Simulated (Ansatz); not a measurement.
The system is Co, a slab with vacuum.

```
Co
1.0
     2.53950    0.00000    0.00000
     0.00000    2.53950    0.00000
     0.00000    0.00000   25.77420
Co
7
Direct
  0.50000 0.50000 0.29099
  0.00000 0.00000 0.36066
  0.50000 0.50000 0.43033
  0.00000 0.00000 0.50000
  0.50000 0.50000 0.56967
  0.00000 0.00000 0.63934
  0.50000 0.50000 0.70901
```

The cell isn't the ideal one: the (1 0 0) slab of Co, cut from the database cell, not relaxed.

Alike in all runs: program Ansatz 0.2.0; functional PBE; potentials or basis Ansatz PAW; cutoff 420 eV (not typed: the program's choice for these potentials); k mesh 10 × 10 × 1; occupations fermi-dirac, width 0.05 eV.

Starts and where they ended:

```csv
start,free energy over the lowest (meV/atom),net moment (μB),site or absolute moments (μB),gap
"collinear spin, random start of up to 2.37 μB",0.0,12.39,"Co +1.95, +1.79, +1.78",none (metal or under the smearing width)
"collinear spin, ferromagnetic start of up to 3.5 μB",0.0,12.39,"Co +1.95, +1.79, +1.78",none (metal or under the smearing width)
"collinear spin, ferrimagnetic start of up to 2 μB",0.0,12.39,"Co +1.95, +1.79, +1.78",none (metal or under the smearing width)
"collinear spin, ferromagnetic start of up to 2 μB",0.0,12.39,"Co +1.95, +1.79, +1.78",none (metal or under the smearing width)
"collinear spin, antiferromagnetic start of up to 2 μB",0.0,12.39,"Co +1.95, +1.79, +1.78",none (metal or under the smearing width)
no spin polarisation,305.9,-,-,none (metal or under the smearing width)
```

Allowing spin polarisation gains 306 meV/atom. A still lower state may exist.

Caveats: the cell was measured hot, at 1300 K; the starting moments weren't kept (some runs).
